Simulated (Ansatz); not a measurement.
The system is InSe.

```
In Se
1.0
     5.82639   -2.05465    0.00000
     5.82639    2.05465    0.00000
    -1.72323    0.00000    4.77135
In Se
2 2
Direct
  0.88820 0.88820 0.04684
  0.11180 0.11180 0.95316
  0.66093 0.66093 0.66896
  0.33907 0.33907 0.33104
```

The cell comes from a database or a generator and needn't be the stable form of this composition.

Base run:

- Program: Ansatz 0.2.0
- Functional: PBEsol
- Potentials or basis: all-electron LAPW, scalar-relativistic
- Cutoff: 240 eV (chosen from the basis error)
- Basis error allowed: 0.002 eV/atom
- k mesh: 7 × 7 × 6
- Occupations: fermi-dirac, width 0.05 eV
- Spin: no spin polarisation

Its results: band gap on the k mesh 1.08 eV, indirect (least direct gap 1.16 eV); pressure -1.1 GPa; largest force 0.067 eV/Å.

Problem. The run is repeated on the same cell with these changes: functional from PBEsol to LDA. What comes out?

Solution. Band gap on the k mesh 1.00 eV, indirect (least direct gap 1.07 eV); pressure -2.8 GPa; largest force 0.089 eV/Å.

LDA binds more tightly than PBEsol, so the same cell stands under less pressure.

Caveats: spin-orbit coupling is left out, which moves the levels of the heavy elements.

A k mesh can miss the band edges.
